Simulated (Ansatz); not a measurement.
# What a change of settings does: Mg (beta tin type)

First run: DFT, PBE, norm-conserving pseudopotentials, Ansatz's default files, scalar-relativistic (Ansatz 0.2.0).

Command: `ansatz run input.yaml --threads 1 --pin off --max-ram 2048MiB --backend cpu --events-out ev --progress --plain --runs-dir out` It took 36 s on 1 thread of Arm Neoverse V1, with other jobs on the host, peak memory 0.85 GiB.

```yaml
crystal:
  lattice:
    - [-2.9127895815, 2.9127895815, 1.5163297431]
    - [2.9127895815, -2.9127895815, 1.5163297431]
    - [2.9127895815, 2.9127895815, -1.5163297431]
  atoms:
    - { symbol: Mg, position: [-0.375, -0.125, -0.25] }
    - { symbol: Mg, position: [0.375, 0.125, 0.25] }
kpoints:
  mp_grid: { grid: [16, 16, 16] }
scf:
  occupations: { method: fermi_dirac, width: 0.05 }
hamiltonian:
  xc: pbe
  pseudopotentials: { kind: nc }
output:
  forces: true
  stress: true
  eigenvalues: true
```

The cell comes from a relaxation on PAW files under the same functional, begun from a prototype that needn't be the stable phase.

This run: the series' base cell.

It converges in 6 SCF iterations at a pressure of -0.01 GPa, cutoff 1143 eV.

A second input differs as follows:

```diff
   occupations: { method: fermi_dirac, width: 0.05 }
+  max_iter: 75
 hamiltonian:
   eigenvalues: true
+basis:
+  ecutwfc: "50 eV"
```

What is wrong with it, and what does the program do?

The change was made to test a cutoff far too low. The run converges in 8 SCF iterations at a pressure of -52.3 GPa, cutoff 50 eV, free energy +711.99 eV/atom against the first run's. Compare each number with the sound run's before taking it for a property of the system. The log ends:
```
--- Stress (GPa, compression-positive) ---
      -48.594897       0.000000       0.000000
        0.000000     -48.594897       0.000000
        0.000000       0.000000     -59.569639
  P = ⅓ Tr σ = -52.2531 GPa (-522.531 kbar)
--- Band table (eV; the first three rows and the last of 349) ---
  k-point 0: bands = ["-89.0587", "-85.0233", "-12.2611", "-12.2611", "-7.7369", "-7.7369", "-7.2092", "-7.1817", "5.2739", "12.0324", "13.3313", "15.6930", "16.6619", "21.5616"]
  k-point 1: bands = ["-89.0414", "-85.0047", "-12.2494", "-12.2436", "-7.7585", "-7.7381", "-7.1948", "-7.1449", "5.3217", "12.0711", "13.3050", "15.7206", "16.6370", "21.4576"]
  k-point 2: bands = ["-88.9895", "-84.9489", "-12.2140", "-12.1915", "-7.8104", "-7.7411", "-7.1515", "-7.0471", "5.4643", "12.1786", "13.2355", "15.8031", "16.5692", "20.8023"]
  k-point 348: bands = ["-74.9390", "-74.9390", "-5.8136", "-5.8136", "-3.8526", "-3.8526", "-1.9343", "-1.9343", "10.3907", "10.3907", "17.3339", "17.3339", "20.0862", "20.0862"]
```
